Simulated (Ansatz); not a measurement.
## Ti2COF MXene monolayer in a perpendicular field

Wanted: the out-of-plane response of the Ti2COF MXene monolayer. A positive field points along +c.

Method: plane-wave DFT, PBE-D3(BJ), Ansatz PAW (set soft_1); PAW set soft_1, in Ansatz 0.2.0.

## 1. The structure

The cell holds 5 atoms: 1 F, 2 Ti, 1 C and 1 O. Its edges and angles: a = 3.100 Å, b = 3.100 Å, c = 39.959 Å, α = 90.0°, β = 90.0°, γ = 120.0°. Vacuum lies along c.

## 2. Relaxing the slab

The starting cell is a guess, so the in-plane lattice and the atoms are relaxed first, with the slab cut off from its images along the normal.

Input file input.yaml:

```yaml
crystal:
  lattice:
    - [3.10024, 0.0, 0.0]
    - [-1.55012, 2.6848865978, 0.0]
    - [0.0, 0.0, 39.9592805664]
  atoms:
    - { symbol: F, position: [0.3333333333, 0.6666666667, 0.4442021915] }
    - { symbol: Ti, position: [0.6666666667, 0.3333333333, 0.4670874471], spin: 1.0 }
    - { symbol: C, position: [0.0, 0.0, 0.4977004133] }
    - { symbol: Ti, position: [0.3333333333, 0.6666666667, 0.5283133795], spin: 1.0 }
    - { symbol: O, position: [0.6666666667, 0.3333333333, 0.5557978085] }
  periodic: [true, true, false]
magnetization:
  spin_polarized: true
kpoints:
  mp_grid: { grid: [12, 12, 1] }
hamiltonian:
  xc: pbe
  dispersion: d3bj
  pseudopotentials: { kind: paw, azcp: { folder: soft_1 } }
scf:
  occupations: { method: fermi_dirac, width: 0.05 }
  convergence: { dr2_threshold: 1.0e-09 }
relax:
  f_tol: 0.004
  max_steps: 90
  cell: {}
output:
  write_potential: true
  write_density: true
  volumetric_format: npy
```

On the command line:

```bash
$ ansatz run input.yaml --threads 2 --pin off --max-ram 3072MiB --backend cpu --events-out ev --progress --plain --runs-dir out
```

Numbers of over 12 decimals in the logs are rounded to 6 here.

Log:

```text
Warning: relax.cell: scf.convergence.dr2_threshold = 1e-9 eV is looser than the 2.39153441289e-10 eV advised for a relaxation that steers and ends on the stress (1e-10 eV for each atom of the cell: 5, times the square of relax.cell.stress_2d_tol = 0.05 N/m over 14.5 Å (the atoms' height at the walk's start and 5 Å past either face), 3.458e-2 GPa, over a crystal's default 0.05). What an SCF threshold leaves in a stress goes as its square root, and in the free energy as the threshold itself, and one threshold admits the most on a small cell: [figures from the program's tests cut] Set scf.convergence.dr2_threshold to 2.39153441289e-10 eV or tighter. [rest of the remark cut]
Engine: ansatz 0.2.0, aarch64-unknown-linux-gnu
Pseudopotentials: kind: paw
Pseudopotential: F, paw, valence charge 7, recommended cutoff 420 eV (normal), soft_1/F.paw.azcp
Pseudopotential: Ti, paw, valence charge 12, recommended cutoff 420 eV (normal), soft_1/Ti.paw.azcp
Pseudopotential: C, paw, valence charge 4, recommended cutoff 420 eV (normal), soft_1/C.paw.azcp
Pseudopotential: O, paw, valence charge 6, recommended cutoff 420 eV (normal), soft_1/O.paw.azcp
Functional definition: PBE
  parameter kappa = 0.804
  parameter beta = 0.066725
  exchange = pbe_x(kappa = kappa, mu = beta*pi^2/3)
  correlation = pbe_c(beta = beta)
Crystal: 5 atoms, lattice volume = 332.613 Å³
Basis set: ecut = 420 eV, 6445 PW (Γ), exchange–correlation on 48×48×540 points (8 copies of the dense FFT grid, shifted against one another)
Bands: 27, of which v1, the nominal top of the filled ones, is band 21 counted from 1 (20 counted from 0)
Symmetry: 6 space group operations
Space group: P3m1 (ITA 156), of the structure as read, at distance tolerance 6.9e-5 Å
Magnetic group: BNS 156.49 (UNI 1279), of the structure as read, at distance tolerance 6.9e-5 Å
k-points: 19 of 144 (time reversal used)
Non-local potential: F, projectors of the file, l = 0: 2, l = 1: 2, l = 2: 1
Non-local potential: Ti, projectors of the file, l = 0: 3, l = 1: 2, l = 2: 3, l = 3: 1
Non-local potential: C, projectors of the file, l = 0: 2, l = 1: 2, l = 2: 1
Non-local potential: O, projectors of the file, l = 0: 2, l = 1: 2, l = 2: 1
PAW form: soft (Blöchl's): semilocal exchange-correlation on the pseudo side does not see the compensation charge
PAW one-centre angular grid: F, 110 points (default); XC on 64 Gauss nodes
PAW one-centre angular grid: Ti, 590 points (default); XC on 64 Gauss nodes
PAW one-centre angular grid: C, 110 points (default); XC on 64 Gauss nodes
PAW one-centre angular grid: O, 110 points (default); XC on 64 Gauss nodes
Initial density: superposition of atomic densities (neutral atoms: chi_scale 0, normalization atom)
Starting moments: Σ|m| = 2 μB on 2 of 5 sites
Initial wavefunctions: pseudopotential atomic-orbital guess
Functional: x = pbe(κ = 0.804, μ = 0.219515), c = pbe(β = 0.066725)
SCF iter   1: F=—  HF=-6638.661709 eV  |F-HF|=—  |Δ(HF+E_count)|=         —  Δρ=4.44e-2 (↑4.44e-2 ↓3.41e-2)  dr2=3.42e1  dr2_m=4.44e-1  M=0.717 μB ∫|m|=0.859 μB  β_m=0.30  ethr=3.10e-3  ⟨swp⟩=14.6  Hψ=7441  notcnv=0
Mixer restart at iter 1: flushing history
preconditioner: auto → LDOS  [metal: Δε(μ)=0.027 eV  Ē_g=10.061 eV  σ=0.050 eV  W_gap=0.13  n_scr=24 (ndim 8)  ℏωp=9.8 eV  f_vac=0.801  D(μ)=1.58/eV (n_scr^D=10)]
spin=Collinear: LDOS preconditioning applied to the charge; magnetization (m = ρ↑ − ρ↓) channel mixes plain (no charge-response kernel on spin).
SCF iter   2: F=—  HF=-6632.544671 eV  |F-HF|=—  |Δ(HF+E_count)|=    6.12e0  Δρ=2.05e-2 (↑2.05e-2 ↓1.42e-2)  dr2=8.04e0  dr2_m=1.95e-1  M=0.695 μB ∫|m|=0.863 μB  β_m=0.39  ethr=3.10e-3  ⟨swp⟩=4.8  Hψ=3114  notcnv=0  defer=38
SCF iter   3: F=—  HF=-6631.217394 eV  |F-HF|=—  |Δ(HF+E_count)|=    1.33e0  Δρ=6.69e-3 (↑6.69e-3 ↓6.69e-3)  dr2=3.19e-1  dr2_m=5.65e-2  M=0.617 μB ∫|m|=0.760 μB  β_m=0.51  ethr=3.10e-3  ⟨swp⟩=4.5  Hψ=2739  notcnv=0  defer=33
SCF iter   4: F=—  HF=-6631.374937 eV  |F-HF|=—  |Δ(HF+E_count)|=   1.58e-1  Δρ=3.63e-3 (↑3.63e-3 ↓2.23e-3)  dr2=5.17e-2  dr2_m=1.73e-2  M=0.515 μB ∫|m|=0.616 μB  β_m=0.66  ethr=7.78e-4  ⟨swp⟩=5.1  Hψ=2222  notcnv=0  defer=32
SCF iter   5: F=—  HF=-6631.421748 eV  |F-HF|=—  |Δ(HF+E_count)|=         —  Δρ=2.89e-3 (↑1.49e-3 ↓2.89e-3)  dr2=4.23e-2  dr2_m=1.25e-2  M=0.289 μB ∫|m|=0.352 μB  β_m=0.66  ethr=1.26e-4  ⟨swp⟩=4.4  Hψ=2500  notcnv=0  defer=27
SCF iter   6: F=—  HF=-6631.418516 eV  |F-HF|=—  |Δ(HF+E_count)|=   3.23e-3  Δρ=1.47e-3 (↑1.05e-3 ↓1.47e-3)  dr2=4.29e-3  dr2_m=4.55e-3  M=0.227 μB ∫|m|=0.269 μB  β_m=0.83  ethr=1.03e-4  ⟨swp⟩=3.6  Hψ=1611  notcnv=0  defer=24
SCF iter   7: F=—  HF=-6631.419275 eV  |F-HF|=—  |Δ(HF+E_count)|=   7.59e-4  Δρ=5.09e-4 (↑5.09e-4 ↓4.90e-4)  dr2=9.57e-4  dr2_m=6.05e-4  M=0.138 μB ∫|m|=0.156 μB  β_m=0.92  ethr=1.05e-5  ⟨swp⟩=4.2  Hψ=2666  notcnv=0  defer=23
SCF iter   8: F=—  HF=-6631.419619 eV  |F-HF|=—  |Δ(HF+E_count)|=   3.44e-4  Δρ=2.95e-4 (↑2.95e-4 ↓2.81e-4)  dr2=1.65e-4  dr2_m=2.11e-4  M=0.089 μB ∫|m|=0.098 μB  β_m=0.96  ethr=2.33e-6  ⟨swp⟩=3.3  Hψ=2508  notcnv=0  defer=22
SCF iter   9: F=—  HF=-6631.419713 eV  |F-HF|=—  |Δ(HF+E_count)|=   9.40e-5  Δρ=2.03e-4 (↑1.55e-4 ↓2.03e-4)  dr2=1.63e-4  dr2_m=6.40e-5  M=0.048 μB ∫|m|=0.052 μB  β_m=0.93  ethr=4.02e-7  ⟨swp⟩=3.2  Hψ=2281  notcnv=0  defer=20
SCF iter  10: F=—  HF=-6631.419731 eV  |F-HF|=—  |Δ(HF+E_count)|=   1.85e-5  Δρ=7.04e-5 (↑7.04e-5 ↓6.09e-5)  dr2=1.03e-5  dr2_m=1.05e-5  M=0.014 μB ∫|m|=0.015 μB  β_m=0.96  ethr=3.97e-7  ⟨swp⟩=3.2  Hψ=2177  notcnv=0  defer=20
SCF iter  11: F=—  HF=-6631.419734 eV  |F-HF|=—  |Δ(HF+E_count)|=   2.16e-6  Δρ=2.56e-5 (↑1.92e-5 ↓2.56e-5)  dr2=2.46e-6  dr2_m=8.51e-7  M=-0.003 μB ∫|m|=0.004 μB  β_m=0.98  ethr=2.51e-8  ⟨swp⟩=3.8  Hψ=2536  notcnv=0  defer=16
SCF iter  12: F=—  HF=-6631.419734 eV  |F-HF|=—  |Δ(HF+E_count)|=   6.76e-7  Δρ=1.40e-5 (↑1.40e-5 ↓9.42e-6)  dr2=3.74e-7  dr2_m=3.45e-7  M=-0.004 μB ∫|m|=0.004 μB  β_m=0.92  ethr=6.00e-9  ⟨swp⟩=3.0  Hψ=2130  notcnv=0  defer=15
SCF iter  13: F=—  HF=-6631.419735 eV  |F-HF|=—  |Δ(HF+E_count)|=   4.12e-7  Δρ=6.45e-6 (↑5.18e-6 ↓6.45e-6)  dr2=2.30e-8  dr2_m=9.55e-8  M=-0.002 μB ∫|m|=0.002 μB  β_m=0.89  ethr=9.12e-10  ⟨swp⟩=3.2  Hψ=2250  notcnv=0  defer=13
SCF iter  14: F=—  HF=-6631.419735 eV  |F-HF|=—  |Δ(HF+E_count)|=   1.07e-7  Δρ=1.97e-6 (↑1.87e-6 ↓1.97e-6)  dr2=9.09e-9  dr2_m=9.93e-9  M=-0.000 μB ∫|m|=0.001 μB  β_m=0.93  ethr=5.61e-11  ⟨swp⟩=4.0  Hψ=2547  notcnv=0  defer=13
[...]
relax step   6: F+E_penalty+E_count = -6632.44189157 eV  Δ(F+E_penalty+E_count) = +4.223e-5 eV  max|allowed force component| = 7.250e-3 eV/Å  Δτ_max = 0.0006 Å  P = +0.035 N/m  Ω = 313.021 Å³  energy of the carried Pulay correction = +7.402e-3 eV  fix = [c, alpha, beta]  reactions: c +0.000 N/m  (7 SCF iters, accepted)
relax step   7: F+E_penalty+E_count = -6632.44185713 eV  Δ(F+E_penalty+E_count) = +3.444e-5 eV  max|allowed force component| = 1.269e-2 eV/Å  Δτ_max = 0.0007 Å  P = +0.005 N/m  Ω = 313.105 Å³  energy of the carried Pulay correction = +7.369e-3 eV  fix = [c, alpha, beta]  (6 SCF iters, rejected (line search))
relax step   8: F+E_penalty+E_count = -6632.44187383 eV  Δ(F+E_penalty+E_count) = +1.774e-5 eV  max|allowed force component| = 2.784e-4 eV/Å  Δτ_max = 0.0003 Å  P = +0.008 N/m  Ω = 313.076 Å³  energy of the carried Pulay correction = +7.381e-3 eV  fix = [c, alpha, beta]  reactions: c +0.000 N/m  (6 SCF iters, accepted)
relax step   9: F+E_penalty+E_count = -6632.43671960 eV  Δ(F+E_penalty+E_count) = +5.154e-3 eV  max|allowed force component| = 1.787e-3 eV/Å  Δτ_max = 0.0000 Å  P = -0.127 N/m  Ω = 313.076 Å³  fix = [c, alpha, beta]  reactions: c -0.000 N/m  stress off target by 1.27e-1 N/m on what of the cell is left free  SCF on the basis re-selected at this cell (its energy is not comparable with the rows above)  (7 SCF iters)
relax step  10: F+E_penalty+E_count = -6632.43683955 eV  Δ(F+E_penalty+E_count) = -1.199e-4 eV  max|allowed force component| = 5.451e-4 eV/Å  Δτ_max = 0.0006 Å  P = -0.003 N/m  Ω = 312.827 Å³  energy of the carried Pulay correction = +9.490e-5 eV  fix = [c, alpha, beta]  reactions: c -0.000 N/m  (7 SCF iters, accepted)
iter 1 solved again at ethr=5.72e-8 eV; its pass at ethr=3.10e-3 eV (dr2=2.35e-5 eV) is discarded
SCF iter   1: F=—  HF=-6632.436710 eV  |F-HF|=—  |Δ(HF+E_count)|=         —  Δρ=1.27e-6 (↑1.27e-6 ↓1.24e-6)  dr2=5.64e-9  dr2_m=1.55e-11  M=0.000 μB ∫|m|=0.000 μB  β_m=0.65  ethr=5.72e-8  ⟨swp⟩=6.9  Hψ=12418  notcnv=0
spin=Collinear: LDOS preconditioning applied to the charge; magnetization (m = ρ↑ − ρ↓) channel mixes plain (no charge-response kernel on spin).
SCF iter   2: F=—  HF=-6632.436739 eV  |F-HF|=—  |Δ(HF+E_count)|=   2.87e-5  Δρ=5.75e-7 (↑5.75e-7 ↓5.38e-7)  dr2=2.40e-9  dr2_m=1.14e-11  M=0.000 μB ∫|m|=0.000 μB  β_m=0.46  ethr=1.38e-11  ⟨swp⟩=5.0  Hψ=3556  notcnv=0
SCF iter   3: F=—  HF=-6632.436739 eV  |F-HF|=—  |Δ(HF+E_count)|=   1.96e-9  Δρ=3.15e-7 (↑3.15e-7 ↓2.87e-7)  dr2=5.74e-10  dr2_m=7.79e-12  M=0.000 μB ∫|m|=0.000 μB  β_m=0.66  ethr=5.86e-12  ⟨swp⟩=2.3  Hψ=1536  notcnv=0
SCF iter   4: F=-6632.436739 eV  HF=-6632.436739 eV  |F-HF|=9.32e-10  |Δ(HF+E_count)|=   5.91e-9  Δρ=5.96e-8 (↑5.96e-8 ↓5.14e-8)  dr2=3.01e-11  dr2_m=8.14e-13  M=0.000 μB ∫|m|=0.000 μB  ethr=1.40e-12  ⟨swp⟩=11.4  Hψ=7969  notcnv=0
the starting moments were not kept: the SCF closed with an absolute magnetisation of 4.3e-6 μB, where they sum to 2 μB in size (2 sites). That is at most 0.1 of that sum. Measured as dr2_m measures the in/out step, that magnetisation stands 4.6e-12 eV from none, at or under the dr2_threshold of 1.0e-9 eV: it is no larger than a step whose dr2_m would equal this threshold.
SCF 11 converged in 4 iterations: F = -6632.436739 eV  dr2 = 3.01e-11
relax step  11: F+E_penalty+E_count = -6632.43673854 eV  Δ(F+E_penalty+E_count) = +1.010e-4 eV  max|allowed force component| = 5.955e-4 eV/Å  Δτ_max = 0.0000 Å  P = -0.004 N/m  Ω = 312.827 Å³  fix = [c, alpha, beta]  reactions: c -0.000 N/m  stress off target by 4.34e-3 N/m on what of the cell is left free  SCF on the basis re-selected at this cell (its energy is not comparable with the rows above)  (4 SCF iters)
basis re-selected at this cell: Δ(F+E_penalty+E_count) = +1.010e-4 eV, ΔP = -0.002 N/m vs the last step (what re-selecting the basis moved, of the pressure what is left beyond the Pulay correction that the steps carried, after the strain that the cell walked since its last selection, with what the two solves' SCF thresholds leave and, on support functions, any second-order correction that the steps lacked; it is no m [...]
WARN: The output density's exchange-correlation potential varies sharply where the density is thin. Do not read a vacuum level from v_tot or v_xc, or from such a field of the output density. On a cell that repeats whose density bears no net charge and no dipole along the vacuum's axis use v_es (v_loc + v_h of the components); under efield.dipole_correction with no amplitude use v_es + v_field, which holds any externa [...]
SCF converged after 4 iterations
Magnetization: 0.0000 μB (20.5000 up, 20.5000 down)
Absolute magnetization: 0.0000 μB (∫|ρ↑−ρ↓|, with the PAW one-centre terms)
Spin contamination: 0.0000 ħ² per cell (⟨S²⟩ above its minimum at these occupations)
Per-site moments (μB) at R_I (Å): [(9.363831243160761e-8, 0.884499), (1.924280020352168e-6, 0.856551), (-2.955374638059153e-7, 0.856551), (4.6145842391333403e-7, 0.813905), (2.097521768872391e-7, 0.813905)]
Free energy (F): -6632.436739 eV
Harris-Foulkes:  -6632.436739 eV  (|F-HF|=9.32e-10)
Internal energy: -6632.414447 eV  (E = F + TS)
E sigma→0 (E₀):  -6632.425593 eV
Entropy (-TS):   -0.022292 eV (-4.458 meV/atom)
Fermi energy:    -5.322199 eV
--- Per-component energies (eV) ---
  E_band       = -1056.665146
  E_kinetic    = 1014.270084
  E_local      = -159109.230872  (includes V_loc(G=0)·N_el)
  E_nonlocal   = 281.563977
  E_hartree    = 78883.002075
  E_xc         = -430.368533
  E_vxc        = -542.326456  (∫ρ·V_xc dr)
  E_paw        = -2549.215276  (= ΣΔE_a)
  E_vpaw       = -466.947883  (= ΣTr[D̂ρ^β])
  E_aug_tail   = 0.001339  (compensation charges beyond the density's cutoff)
  E_ewald      = 75278.705226
  E_disp       = -1.142466  (pairwise vdW)
  E_smearing   = -0.022292  (= −TS)
  E_closure    = -0.000000  (closes the sum)
  Σ components = -6632.436739   (vs F -6632.436739, Δ=0.00e0)
--- Forces (eV/Å), atoms counted from 1 ---
  atom   1  F     -0.00000000    -0.00000000    -0.00013124
  atom   2  Ti     0.00000000     0.00000000    -0.00032084
  atom   3  C     -0.00000000    -0.00000000     0.00015290
  atom   4  Ti     0.00000000     0.00000000     0.00059590
  atom   5  O      0.00000000     0.00000000    -0.00029480
  max |Σ_I F_I| component: 1.91e-6 eV/Å
--- 2D stress c σ (N/m, compression-positive) ---
       -0.004344       0.000000      -0.000000
        0.000000      -0.004344      -0.000000
       -0.000000      -0.000000      -0.000000
  P = ½ c Tr σ = -0.0043 N/m
--- Band table (eV; the first three rows and the last of 38) ---
  k-point 0 ↑: bands = [... 17 lower, -8.0806, -7.0829, -7.0829, -4.9738, -4.9738, -4.3592, -3.8825, -3.8825, ... 2 higher]
  k-point 1 ↑: bands = [... 17 lower, -8.0675, -7.3099, -7.1848, -5.0683, -4.8905, -4.3703, -3.8691, -3.8203, ... 2 higher]
  k-point 2 ↑: bands = [... 17 lower, -8.3544, -7.6339, -7.4060, -5.2895, -4.6566, -4.4008, -3.7836, -3.6751, ... 2 higher]
  k-point 18 ↓: bands = [... 17 lower, -9.0643, -8.8596, -8.3681, -4.6641, -4.1009, -3.9446, -3.5889, -3.1749, ... 2 higher]
  the weakly bound empty levels are not read free of the cell's end (no_gap_told)
--- Relaxed structure (9 steps of the walk, 8 accepted, 2 SCFs on fresh bases) ---
  F+E_penalty+E_count = -6632.43673854 eV   max|allowed force component| = 5.955e-4 eV/Å   (the final SCF, on the basis selected at the relaxed cell)
  cell:  # Å, volume = 312.8266 Å³
    - [3.006614, 0.0, 0]
    - [-1.503307, 2.603804, 0]
    - [0, 0, 39.9592805664]
  atoms:
    - { symbol: F, position: [0.333333, 0.666667, 0.438273] }
    - { symbol: Ti, position: [0.666667, 0.333333, 0.469775] }
    - { symbol: C, position: [5.647972271069958e-19, 0, 0.498292] }
    - { symbol: Ti, position: [0.333333, 0.666667, 0.531643] }
    - { symbol: O, position: [0.666667, 0.333333, 0.555118] }
```

The job ended after 4.3 min (2 threads of Arm Neoverse V1, shared host; peak memory 0.71 GiB; 8.6 min of CPU time).

Step by step:

```
step  energy less that of the first step (eV)  largest force component (eV/Å)  volume (Å³)
   1                                   0.0000                          4.3386       332.61
   2                                  -0.9451                          1.6150       316.83
   3                                  -0.9998                          0.7658       311.41
   4                                  -1.0205                          0.1581       311.70
   5                                  -1.0222                          0.0224       312.80
   6                                  -1.0222                          0.0073       313.02
   7                                  -1.0221                          0.0127       313.10
   8                                  -1.0221                          0.0003       313.08
  9*                                  -1.0170                          0.0018       313.08
  10                                  -1.0171                          0.0005       312.83
 11*                                  -1.0170                          0.0006       312.83
```

Relaxation steps marked * repeat the geometry before them on a plane-wave basis chosen anew for their cell, so energy and pressure can jump there. Relaxation step 7 was tried and not accepted.

The run keeps the 6 symmetry operations that it works with, so distortions that break them were not tested.

```
cell as run  before  after  change
      a (Å)   3.100  3.007  -3.0 %
      b (Å)   3.100  3.007  -3.0 %
```

The atoms that moved most (Å, along periodic axes as changes of fractional coordinates times the final cell, across vacuum about the mean position):

```
atom     dx     dy      dz  length
  F1  0.000  0.000  -0.237   0.237
 Ti4  0.000  0.000   0.133   0.133
 Ti2  0.000  0.000   0.107   0.107
  O5  0.000  0.000  -0.027   0.027
  C3  0.000  0.000   0.024   0.024
```

The relaxed structure:

```cif
data_structure
_symmetry_space_group_name_H-M 'P 1'
_symmetry_Int_Tables_number 1
_cell_length_a 3.0066
_cell_length_b 3.0066
_cell_length_c 39.9593
_cell_angle_alpha 90.000
_cell_angle_beta 90.000
_cell_angle_gamma 120.000
_cell_volume 312.83
loop_
_atom_site_label
_atom_site_type_symbol
_atom_site_fract_x
_atom_site_fract_y
_atom_site_fract_z
_atom_site_occupancy
F1 F 0.33333 0.66667 0.43827 1
Ti2 Ti 0.66667 0.33333 0.46977 1
C3 C 0.00000 0.00000 0.49829 1
Ti4 Ti 0.33333 0.66667 0.53164 1
O5 O 0.66667 0.33333 0.55512 1
```

Numbers from this step:

```yaml
energy_at_zero_smearing: -6632.4256 eV
```

The lattice constant a goes from 3.100 to 3.007 Å.

(Part 1 of 2 ends here.)

[Logs are printed without paths, hosts, clocks, repeated set-up lines and the standing remarks that a program may print on its own settings, such as how far it seeks lower states.]

[Hosts, paths, dates, database ids (printed as entryN), source tags and the programs' standing remarks are cut or masked in the printed files.]

[Maps of the electrostatic potential energy from Ansatz leave out the sawtooth potential of an applied field or a dipole correction, so their vacuum need not be flat; planar profiles and work functions include it.]
